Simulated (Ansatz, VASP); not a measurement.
## One calculation of W, two programs

```
W
1.0
     0.00000    2.03000    2.03000
     2.03000    0.00000    2.03000
     2.03000    2.03000    0.00000
W
1
Direct
  0.00000 0.00000 0.00000
```

This isn't the form of W at room conditions, which is bcc.

Alike in both runs: task single point; functional r2SCAN; k mesh 11 × 11 × 11; occupations fermi-dirac, width 0.05 eV; no spin polarisation.

|  | VASP | Ansatz |
| --- | --- | --- |
| version | VASP 6.6.1 | Ansatz 0.2.0 |
| potentials or method | VASP PAW PBE potentials, release 64 (W_sv) | Ansatz PAW |
| plane-wave cutoff (eV) | 520 | 500 |
| valence electrons in the cell | 14 | 14 |

Ansatz gave:

| Quantity | Value |
| --- | --- |
| gap on the k mesh at the Fermi level (eV) | none |
| pressure (GPa) | -9.4 |

Problem. Estimate VASP's values.

Solution. gap on the k mesh at the Fermi level (eV): none; pressure (GPa): -8.4.

A gap of «none» marks a metal or a gap that the smearing closes.

Caveats: the PAW data sets were made with another functional, which shifts forces and pressure a little (VASP); the PAW data sets come from PBE, with cores solved anew for the run's functional, which leaves a small shift of forces and pressure (Ansatz). Spin-orbit coupling is left out, which matters for the levels of W.
